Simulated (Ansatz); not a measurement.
Born–Oppenheimer molecular dynamics of a periodic cell of 24 atoms, MgO (surface MgO(111)). It starts from a partly relaxed structure (largest force component 0.06 eV/Å).

Computed with Ansatz, DFT PBE-D3(BJ), scalar-relativistic, plane waves, PAW. Settings: accuracy low, PAW set soft_1, cutoff 420 eV, k mesh 2x2x1, fermi-dirac smearing 0.05 eV, no spin polarisation.

- ensemble: NVT, Nosé–Hoover chain
- time step: 1.5 fs
- steps asked: 160
- set temperature: 700 K
- thermostat: time constant 100 fs, chain length 3
- atoms held: 1 to 8
- seed: 210706

First frame:

```xyz
24
Lattice="5.8968 0.0000 0.0000 2.9484 5.1068 0.0000 0.0000 0.0000 19.0184" Properties=species:S:1:pos:R:3
Mg 0.000 0.000 1.000
O 4.423 4.256 2.204
Mg 1.474 2.553 1.000
O 2.948 1.702 2.204
Mg 2.948 0.000 1.000
O 7.371 4.256 2.204
Mg 4.423 2.553 1.000
O 5.897 1.702 2.204
Mg 5.897 3.405 3.576
O 1.474 2.553 4.643
Mg 4.423 0.851 3.576
O 0.000 0.000 4.643
Mg 2.948 3.405 3.576
O 4.423 2.553 4.643
Mg 1.474 0.851 3.576
O 2.948 0.000 4.643
Mg 2.948 1.702 6.066
O 4.423 0.851 7.074
Mg 4.423 4.256 6.066
O 5.897 3.405 7.074
Mg 5.897 1.702 6.066
O 1.474 0.851 7.074
Mg 7.371 4.256 6.066
O 2.948 3.405 7.074
```

(1) What does the run give?

(2) What happens to the structure?

(3) How do temperature and energy run in time?

## Answers

(1) The run went to its last step.

| Property | Result |
| --- | --- |
| steps done | 160 |
| time covered | 240 fs |
| mean temperature over the second half | 504 K |
| spread of the potential energy over the second half | 8.0 meV per atom |
| mean potential energy of the second half above the start | 45.7 meV per atom |

The conserved energy stayed within 0.19 meV per atom of its start (net change 0.17 meV per atom), so the integration is sound. The mean temperature of the second half is 28 % below the set value. A run of 0.24 ps of so small a system gives no equilibrium averages. Limits of this set-up: coarse k mesh, thin slab, slab without dipole correction, low accuracy level.

(2) Mean squared displacements from the first frame to the last: Mg 0.06 Å², O 0.08 Å². This is one draw of velocities; another would differ in detail.

(3) 
| time (fs) | T (K) | potential energy less start (eV) | conserved less start (meV/atom) |
| --- | --- | --- | --- |
| 0 | 700 | 0.000 | 0.00 |
| 12 | 355 | 0.717 | 0.10 |
| 24 | 244 | 0.954 | 0.10 |
| 36 | 426 | 0.601 | 0.03 |
| 48 | 252 | 0.997 | 0.10 |
| 60 | 266 | 0.997 | 0.09 |
| 72 | 438 | 0.701 | 0.07 |
| 84 | 458 | 0.741 | 0.09 |
| 96 | 402 | 0.930 | 0.10 |
| 108 | 452 | 0.888 | 0.11 |
| 120 | 575 | 0.702 | 0.09 |
| 132 | 545 | 0.823 | 0.10 |
| 144 | 431 | 1.105 | 0.13 |
| 156 | 412 | 1.180 | 0.11 |
| 168 | 413 | 1.220 | 0.12 |
| 180 | 424 | 1.240 | 0.11 |
| 192 | 390 | 1.358 | 0.13 |
| 204 | 523 | 1.136 | 0.13 |
| 216 | 707 | 0.835 | 0.08 |
| 228 | 542 | 1.251 | 0.17 |
| 240 | 768 | 0.852 | 0.17 |

Time of the run: 16 min on 2 threads of Arm Neoverse V2, on a shared host, peak memory 1.2 GiB.
